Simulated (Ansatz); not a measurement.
A plane-wave DFT run in Ansatz 0.2.0 (scalar-relativistic PAW potentials unless the input names others): input and command.

```yaml
crystal:
  lattice:
    - [0.0, 2.0903858643, 2.0903858643]
    - [2.0903858643, 0.0, 2.0903858643]
    - [2.0903858643, 2.0903858643, 0.0]
  atoms:
    - { symbol: Al, position: [0.5, 0.5, 0.5] }
    - { symbol: "N", position: [0.0, 0.0, 0.0] }
basis:
  ecutwfc: 420
kpoints:
  mp_grid: { grid: [10, 10, 10] }
  KSPACING: 60
hamiltonian:
  xc: pbe
scf:
  occupations: { method: gaussian, width: 0.02 }
  max_iter: 80
output:
  forces: true
  eigenvalues: true
  stress: true
```

```bash
ansatz run input.yaml --threads 1 --pin off --max-ram 1331MiB --backend cpu --events-out ev --progress --plain --runs-dir out
```

Q: Will this input run?

A: The program refuses it, because of a keyword of another program (kpoints.KSPACING: not typed → 60). Without that key it is accepted.

Abridged log:
```
Error: YAML parse error: error: line 13 column 3: unknown field `KSPACING`, expected one of mp_grid, list, band_path, initial_grid, further_shifts
  --> <input>:13:3
   |
11 | kpoints:
12 |   mp_grid: { grid: [10, 10, 10] }
13 |   KSPACING: 60
   |   ^ unknown field `KSPACING`, expected one of mp_grid, list, band_path, initial_grid, further_shifts
14 | hamiltonian:
15 |   xc: pbe
   |
```